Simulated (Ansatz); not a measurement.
## MgS (rocksalt): G0W0 against its settings

MgS (rocksalt), relaxed with r2SCAN; one-shot G0W0 in Ansatz without spin-orbit coupling. Calculated for a static, non-magnetic cell.

```
Mg S
1.0
     0.00000    2.60152    2.60152
     2.60152    0.00000    2.60152
     2.60152    2.60152    0.00000
Mg S
1 1
Direct
  0.00000 0.00000 0.00000
  0.50000 0.50000 0.50000
```

Gaps are read over the mesh points alone. G0W0 values are finite-basis, finite-mesh values.

| start | potentials | frequency model | mesh | empty bands | screening cutoff (eV) | Kohn-Sham gap (eV) | G0W0 gap (eV) |
| --- | --- | --- | --- | --- | --- | --- | --- |
| PBE | PAW | contour deformation | 6×6×6 | 79 | 100 | 2.79 | 4.09 |
| PBE | PAW | contour deformation | 6×6×6 | 193 | 180 | 2.79 | 4.25 |
| PBE | PAW | contour deformation | 6×6×6 | 374 | 260 | 2.79 | 4.31 |
| HSE06 | PAW | contour deformation | 6×6×6 | 193 | 180 | 3.80 | 4.73 |
| r2SCAN | PAW | contour deformation | 6×6×6 | 193 | 180 | 3.46 | 4.62 |
| PBE0 | PAW | contour deformation | 6×6×6 | 193 | 180 | 4.53 | 4.92 |
| PBE | PAW | Godby-Needs pole | 6×6×6 | 193 | 180 | 2.79 | 4.21 |
| PBE | PAW | contour deformation | 8×8×8 | 57 | 80 | 2.79 | 4.04 |
| PBE | norm-conserving | contour deformation | 6×6×6 | 193 | 180 | 2.79 | 4.21 |

G0W0 moves the gap on the mesh from 2.79 eV (PBE) to 4.31 eV (Γ to X). Renormalisation factors Z lie between 0.76 and 0.82.

Raising bands and cutoff together moves the gap by +0.16 eV (100 to 180 eV), then +0.06 eV (180 to 260 eV); the last step is still large, so the basis limit isn't reached. Starting from HSE06 (3.80 eV against PBE's 2.79 eV) gives 4.73 eV, +0.48 eV from G0W0@PBE at the same screening cutoff. Starting from r2SCAN (3.46 eV against PBE's 2.79 eV) gives 4.62 eV, +0.37 eV from G0W0@PBE at the same screening cutoff. Starting from PBE0 (4.53 eV against PBE's 2.79 eV) gives 4.92 eV, +0.67 eV from G0W0@PBE at the same screening cutoff. The Godby-Needs plasmon pole differs from contour deformation by -0.04 eV. Norm-conserving potentials (wave cutoff 1143 eV against 420 eV) shift the quasiparticle gap by -0.04 eV and the PBE gap by 0.00 eV. r2SCAN runs take a wave cutoff of 500 eV.
